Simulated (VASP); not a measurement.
# Mg (P6/mmm) in VASP: further runs

The runs below take Mg through single point, with r2SCAN.

Everything below comes from runs of VASP 6.6.1. Logs are shortened: lines on timing, memory, paths and dates and some standing lists are left out, and cuts for length are marked.

### Step 1. The crystal as given

Symmetry: P6/mmm, No. 191, hexagonal system. The conventional cell has a = 3.050 Å, b = 3.050 Å, c = 3.045 Å, α = 90.00°, β = 90.00°, γ = 120.00°. Mg (site symmetry 6/mmm) is surrounded by 8 Mg at 3.04 to 3.05 Å.

This isn't the form of Mg at room conditions, which is hcp.

### Step 2. Single point, r2SCAN

INCAR

```
ADDGRID = False
ALGO = Normal
EDIFF = 1E-6
ENCUT = 400
ISIF = 2
ISMEAR = 1
LASPH = True
LCHARG = False
LMIXTAU = True
LREAL = False
LWAVE = False
METAGGA = R2SCAN
NELM = 100
PREC = Accurate
SIGMA = 0.2
```

KPOINTS

```
k-points
0
Gamma
  7 7 6
```

POSCAR

```
Mg
1.0
    3.1430880000     -0.0084060000     -0.0278050000
   -1.5788240000      2.6046760000      0.0276970000
   -0.0277550000      0.0158990000      3.0020770000
Mg
1
Direct
   -0.0144770000      0.0117080000      0.0082640000
```

Potentials or basis: VASP PAW PBE potentials, release 64 (Mg).

The run is started by

```sh
cat potpaw_PBE.64/Mg/POTCAR > POTCAR
mpirun -np 1 vasp_std > vasp.out
```

OUTCAR:

```text
EDIFF = 1E-6
   ENCUT = 400
   ISIF = 2
   ISMEAR = 1
   LASPH = True
   LREAL = False
   METAGGA = R2SCAN
   NELM = 100
   PREC = Accurate

 Found    148 irreducible k-points:

 Following reciprocal coordinates:
            Coordinates               Weight
  0.000000  0.000000  0.000000      1.000000
  0.142857  0.000000 -0.000000      2.000000
  0.285714  0.000000 -0.000000      2.000000
  0.428571  0.000000 -0.000000      2.000000
  0.000000  0.142857 -0.000000      2.000000
  0.142857  0.142857 -0.000000      2.000000
   k-points           NKPTS =    148   k-points in BZ     NKDIM =    148   number of bands    NBANDS=      5
   number of dos      NEDOS =    301   number of ions     NIONS =      1
   total plane-waves  NPLWV =   9600
   dimension x,y,z NGX =    24 NGY =   20 NGZ =   20
   dimension x,y,z NGXF=    48 NGYF=   40 NGZF=   40
   ions per type =               1
   NGX,Y,Z   is equivalent  to a cutoff of  12.69, 10.92, 11.07 a.u.
   NGXF,Y,Z  is equivalent  to a cutoff of  25.39, 21.83, 22.15 a.u.
 SYSTEM =  unknown system
   PREC   = accura    normal or accurate (medium, high low for compatibility)
   ISTART =      0    job   : 0-new  1-cont  2-samecut
   ICHARG =      2    charge: 1-file 2-atom 10-const
   ISPIN  =      1    spin polarized calculation?
   LNONCOLLINEAR =      F non collinear calculations
   LSORBIT =      F    spin-orbit coupling
   LASPH  =      T    aspherical Exc in radial PAW
   ENCUT  =  400.0 eV  29.40 Ry    5.42 a.u.   5.13  4.97  4.90*2*pi/ulx,y,z
   NELM   =    100;   NELMIN=  2; NELMDL= -5     # of ELM steps
   EDIFF  = 0.1E-05   stopping-criterion for ELM
   LREAL  =      F    real-space projection
   EDIFFG = 0.1E-04   stopping-criterion for IOM
   NSW    =      0    number of steps for IOM
   IBRION =     -1    ionic relax: 0-MD 1-quasi-New 2-CG
   NFREE  =      0    steps in history (QN), initial steepest desc. (CG)
   ISIF   =      2    stress and relaxation
   ISYM   =      2    0-nonsym 1-usesym 2-fastsym
   POTIM  = 0.5000    time-step for ionic-motion
   TEBEG  =    0.0;   TEEND  =   0.0 temperature during run
   PSTRESS=    0.0 pullay stress
   NELECT =       2.0000    total number of electrons
   NUPDOWN=      -1.0000    fix difference up-down
   EMIN   =  10.00;   EMAX   =-10.00  energy-range for DOS
   EFERMI =   0.00;   METHOD = LEGACY
   ISMEAR =     1;   SIGMA  =   0.20  broadening in eV -4-tet -1-fermi 0-gaus
   EFERMI_NEDOS =   21; number of points for ismear=-14 and -15
   IALGO  =     38    algorithm
   IMIX   =      4    mixing-type and parameters
     AMIX     =   0.40;   BMIX     =  1.00
     AMIX_MAG =   1.60;   BMIX_MAG =  1.00
  volume/ion in A,a.u.               =      24.53       165.57
  Fermi-wavevector in a.u.,A,eV,Ry     =   0.709836  1.341396  6.855535  0.503868
  Thomas-Fermi vector in A             =   1.796524
   LORBIT       =      0    0 simple, 1 ext, 2 COOP (PROOUT), +10 PAW based schemes
   METAGGA = R2SCAN    functional components
   LHFCALC =     F    Hartree Fock is set to
   AEXX    =    0.0000 exact exchange contribution
   IVDW    =     0    specifies the selected vdW correction
   LEPSILON=     F    determine dielectric tensor
   LRPA    =     F    only Hartree local field effects (RPA)
 non-spin polarized calculation
 Methfessel and Paxton  Order N= 1 SIGMA  =   0.20
  energy-cutoff  :      400.00
  volume of cell :       24.53
 maximum number of plane-waves:       456
 NGX is ok and might be reduce to    24

 number of electron       2.0000000 magnetization

 Free energy of the ion-electron system (eV)
  ---------------------------------------------------
  ext. energy  EPLUGINS =         0.00000000
  ---------------------------------------------------
  free energy    TOTEN  =        -3.87459555 eV

  energy without entropy =       -3.87411650  energy(sigma->0) =       -3.87443587

 E-fermi :   2.4431     XC(G=0):  -8.8396

 val. band max:        2.4217283418   @ k =  -0.2857  -0.4286   0.3333
 cond. band min:       2.4441148951   @ k =   0.4286   0.1429   0.3333
 fundamental gap:      0.0223865533
 Fermi energy:         2.4431097403

 k-point     1 :       0.0000    0.0000    0.0000
  band No.  band energies     occupation
      1      -4.8372      2.00000
      2      11.0982      0.00000
      3      12.2539      0.00000
      4      14.9026      0.00000
      5      16.1209      0.00000

 k-point     2 :       0.1429    0.0000   -0.0000
  band No.  band energies     occupation
      1      -4.3800      2.00000
      2      10.2362      0.00000
      3      11.8935      0.00000
      4      12.6356      0.00000
      5      13.9878      0.00000

 k-point     3 :       0.2857    0.0000   -0.0000
  band No.  band energies     occupation
      1      -3.0208      2.00000
      2       6.0983     -0.00000
      3      11.4907      0.00000
      4      12.5641      0.00000
      5      13.7751      0.00000

 k-point     4 :       0.4286    0.0000   -0.0000
  band No.  band energies     occupation
      1      -0.8040      2.00000
      2       2.3096      1.89604
      3      11.2481      0.00000
      4      11.7769      0.00000
      5      15.6446      0.00000

 k-point     5 :       0.0000    0.1429   -0.0000
  band No.  band energies     occupation
      1      -4.3505      2.00000
      2      10.7447      0.00000
      3      12.1888      0.00000
      4      12.6588      0.00000
      5      13.0540      0.00000

 k-point     6 :       0.1429    0.1429   -0.0000
  band No.  band energies     occupation
      1      -3.4094      2.00000
      2       8.3671      0.00000
      3       9.2917      0.00000
      4      13.4454      0.00000
      5      13.6595      0.00000

 [... further k-points ...]
[... 5 lines left out ...]
  --------------------------------------------------------------------------------------
  -------------------------------------------------------------------------------------
  Total        0.0758140      0.3062342     -0.1772626     -0.0058841      0.0606064     -0.1927466
  in kB        4.9508549     19.9979019    -11.5757137     -0.3842499      3.9577609    -12.5868596
  external PRESSURE =       4.4576810 kB  Pullay stress =       0.0000000 kB

 VOLUME and BASIS-vectors are now :
 -----------------------------------------------------------------------------
  energy-cutoff  :      400.00
  volume of cell :       24.53
      direct lattice vectors                 reciprocal lattice vectors
     3.143088000 -0.008406000 -0.027805000     0.318692044  0.193154686  0.001923445
    -1.578824000  2.604676000  0.027697000     0.001010546  0.384559010 -0.002027282
    -0.027755000  0.015899000  3.002077000     0.002942377 -0.001758937  0.333139234

 POSITION                                       TOTAL-FORCE (eV/Angst)
 -----------------------------------------------------------------------------------
      3.07887      0.02234     -0.00227        -0.000000      0.000000      0.000000
 -----------------------------------------------------------------------------------
    total drift:                               -0.000342      0.000038      0.000280

  FREE ENERGIE OF THE ION-ELECTRON SYSTEM (eV)
  ---------------------------------------------------
  free  energy   TOTEN  =        -3.8745955463 eV

  energy  without entropy=       -3.8741165050  energy(sigma->0) =       -3.87443587
```

It took 18 s on 1 thread of Intel Xeon 6975P-C (Granite Rapids), shared host; peak memory 0.13 GiB.

The run converged, but some of its settings lie outside the range that counts as converged, so its numbers aren't taken as properties of the crystal.

Results:

* Free energy: -3.8746 eV
* Pressure: 0.4 GPa
* Band gap on the k mesh: none (metal or under the smearing width)

Caveat: the PAW data sets were made with another functional, which shifts forces and pressure a little.

### Step 3. Single point, r2SCAN

This run uses another cell than the first one, of the same volume but with other edges.

Changes to INCAR since step 2:

```diff
@@ -3,3 +3,3 @@
 EDIFF = 1E-6
-ENCUT = 400
+ENCUT = 200
 ISIF = 2
```

KPOINTS

```
k-points
0
Gamma
  11 11 9
```

POSCAR

```
Mg
1.0
    3.0502998005      0.0000000000      0.0000000000
   -1.5251499003      2.6416371164      0.0000000000
    0.0000000000      0.0000000000      3.0448375700
Mg
1
Direct
    0.0000000000      0.0000000000      0.0000000000
```

Potentials or basis: VASP PAW PBE potentials, release 64 (Mg).

The run is started by

```sh
cat potpaw_PBE.64/Mg/POTCAR > POTCAR
mpirun -np 1 vasp_std > vasp.out
```

OUTCAR:

```text
EDIFF = 1E-6
   ENCUT = 200
   ISIF = 2
   ISMEAR = 1
   LASPH = True
   LREAL = False
   METAGGA = R2SCAN
   NELM = 100
   PREC = Accurate

 Found     80 irreducible k-points:

 Following reciprocal coordinates:
            Coordinates               Weight
  0.000000  0.000000  0.000000      1.000000
  0.090909  0.000000  0.000000      6.000000
  0.181818  0.000000  0.000000      6.000000
  0.272727  0.000000  0.000000      6.000000
  0.363636  0.000000  0.000000      6.000000
  0.454545  0.000000  0.000000      6.000000
   k-points           NKPTS =     80   k-points in BZ     NKDIM =     80   number of bands    NBANDS=      5
   number of dos      NEDOS =    301   number of ions     NIONS =      1
   total plane-waves  NPLWV =   2744
   dimension x,y,z NGX =    14 NGY =   14 NGZ =   14
   dimension x,y,z NGXF=    28 NGYF=   28 NGZF=   28
   ions per type =               1
   NGX,Y,Z   is equivalent  to a cutoff of   7.63,  7.63,  7.64 a.u.
   NGXF,Y,Z  is equivalent  to a cutoff of  15.26, 15.26, 15.29 a.u.
 SYSTEM =  unknown system
   PREC   = accura    normal or accurate (medium, high low for compatibility)
   ISTART =      0    job   : 0-new  1-cont  2-samecut
   ICHARG =      2    charge: 1-file 2-atom 10-const
   ISPIN  =      1    spin polarized calculation?
   LNONCOLLINEAR =      F non collinear calculations
   LSORBIT =      F    spin-orbit coupling
   LASPH  =      T    aspherical Exc in radial PAW
   ENCUT  =  200.0 eV  14.70 Ry    3.83 a.u.   3.52  3.52  3.51*2*pi/ulx,y,z
   NELM   =    100;   NELMIN=  2; NELMDL= -5     # of ELM steps
   EDIFF  = 0.1E-05   stopping-criterion for ELM
   LREAL  =      F    real-space projection
   EDIFFG = 0.1E-04   stopping-criterion for IOM
   NSW    =      0    number of steps for IOM
   IBRION =     -1    ionic relax: 0-MD 1-quasi-New 2-CG
   NFREE  =      0    steps in history (QN), initial steepest desc. (CG)
   ISIF   =      2    stress and relaxation
   ISYM   =      2    0-nonsym 1-usesym 2-fastsym
   POTIM  = 0.5000    time-step for ionic-motion
   TEBEG  =    0.0;   TEEND  =   0.0 temperature during run
   PSTRESS=    0.0 pullay stress
   NELECT =       2.0000    total number of electrons
   NUPDOWN=      -1.0000    fix difference up-down
   EMIN   =  10.00;   EMAX   =-10.00  energy-range for DOS
   EFERMI =   0.00;   METHOD = LEGACY
   ISMEAR =     1;   SIGMA  =   0.20  broadening in eV -4-tet -1-fermi 0-gaus
   EFERMI_NEDOS =   21; number of points for ismear=-14 and -15
   IALGO  =     38    algorithm
   IMIX   =      4    mixing-type and parameters
     AMIX     =   0.40;   BMIX     =  1.00
     AMIX_MAG =   1.60;   BMIX_MAG =  1.00
  volume/ion in A,a.u.               =      24.53       165.57
  Fermi-wavevector in a.u.,A,eV,Ry     =   0.709836  1.341396  6.855535  0.503868
  Thomas-Fermi vector in A             =   1.796524
   LORBIT       =      0    0 simple, 1 ext, 2 COOP (PROOUT), +10 PAW based schemes
   METAGGA = R2SCAN    functional components
   LHFCALC =     F    Hartree Fock is set to
   AEXX    =    0.0000 exact exchange contribution
   IVDW    =     0    specifies the selected vdW correction
   LEPSILON=     F    determine dielectric tensor
   LRPA    =     F    only Hartree local field effects (RPA)
 non-spin polarized calculation
 Methfessel and Paxton  Order N= 1 SIGMA  =   0.20
  energy-cutoff  :      200.00
  volume of cell :       24.53
 maximum number of plane-waves:       175
 NGX is ok and might be reduce to    14

 number of electron       2.0000000 magnetization

 Free energy of the ion-electron system (eV)
  ---------------------------------------------------
  ext. energy  EPLUGINS =         0.00000000
  ---------------------------------------------------
  free energy    TOTEN  =        -3.86263187 eV

  energy without entropy =       -3.86305125  energy(sigma->0) =       -3.86277167

 E-fermi :   2.2784     XC(G=0):  -8.8351

 val. band max:        2.1516441474   @ k =   0.3636   0.1818   0.3333
 cond. band min:       2.2859232527   @ k =   0.3636   0.2727   0.0000
 fundamental gap:      0.1342791053
 Fermi energy:         2.2784466049

 k-point     1 :       0.0000    0.0000    0.0000
  band No.  band energies     occupation
      1      -4.8366      2.00000
      2      10.8404      0.00000
      3      11.7582      0.00000
      4      15.7410      0.00000
      5      15.7411      0.00000

 k-point     2 :       0.0909    0.0000    0.0000
  band No.  band energies     occupation
      1      -4.6454      2.00000
      2      10.7983      0.00000
      3      11.9186      0.00000
      4      13.3375      0.00000
      5      14.6940      0.00000

 k-point     3 :       0.1818    0.0000    0.0000
  band No.  band energies     occupation
      1      -4.0740      2.00000
      2       9.5297      0.00000
      3      11.6114      0.00000
      4      12.3961      0.00000
      5      13.4774      0.00000

 k-point     4 :       0.2727    0.0000    0.0000
  band No.  band energies     occupation
      1      -3.1290      2.00000
      2       6.8130      0.00000
      3      11.4594      0.00000
      4      12.5434      0.00000
      5      13.1944      0.00000

 k-point     5 :       0.3636    0.0000    0.0000
  band No.  band energies     occupation
      1      -1.8228      2.00000
      2       4.2148     -0.00000
      3      11.3118      0.00000
      4      11.9198      0.00000
      5      14.3109      0.00000

 k-point     6 :       0.4545    0.0000    0.0000
  band No.  band energies     occupation
      1      -0.1937      2.00000
      2       1.9285      2.03289
      3      11.1760      0.00000
      4      11.6061      0.00000
      5      15.6806      0.00000

 [... further k-points ...]
[... 5 lines left out ...]
  --------------------------------------------------------------------------------------
  -------------------------------------------------------------------------------------
  Total        0.1010437      0.1010437     -0.0056161     -0.0000000     -0.0000000      0.0000000
  in kB        6.5984213      6.5984213     -0.3667454     -0.0000000     -0.0000000      0.0000000
  external PRESSURE =       4.2766991 kB  Pullay stress =       0.0000000 kB

 VOLUME and BASIS-vectors are now :
 -----------------------------------------------------------------------------
  energy-cutoff  :      200.00
  volume of cell :       24.53
      direct lattice vectors                 reciprocal lattice vectors
     3.050299800  0.000000000  0.000000000     0.327836628  0.189276565  0.000000000
    -1.525149900  2.641637116  0.000000000     0.000000000  0.378553130  0.000000000
     0.000000000  0.000000000  3.044837570     0.000000000  0.000000000  0.328424744

 POSITION                                       TOTAL-FORCE (eV/Angst)
 -----------------------------------------------------------------------------------
      0.00000      0.00000      0.00000        -0.000000      0.000000      0.000000
 -----------------------------------------------------------------------------------
    total drift:                               -0.000000     -0.000000     -0.000000

  FREE ENERGIE OF THE ION-ELECTRON SYSTEM (eV)
  ---------------------------------------------------
  free  energy   TOTEN  =        -3.8626318746 eV

  energy  without entropy=       -3.8630512547  energy(sigma->0) =       -3.86277167
```

Wall time 5.5 s (1 thread of Intel Xeon 6975P-C (Granite Rapids), shared host); peak memory 0.11 GiB.

The run converged, but some of its settings lie outside the range that counts as converged, so its numbers aren't taken as properties of the crystal.

What came out:

```yaml
Free_energy: -3.8626 eV
Band_gap_on_the_k_mesh: none (metal or under the smearing width)
```

Caveat: the cutoff is under 1.25 times the usual one of these potentials, so pressure, stress and relaxed cells hold a basis-set (Pulay) error; the PAW data sets were made with another functional, which shifts forces and pressure a little.
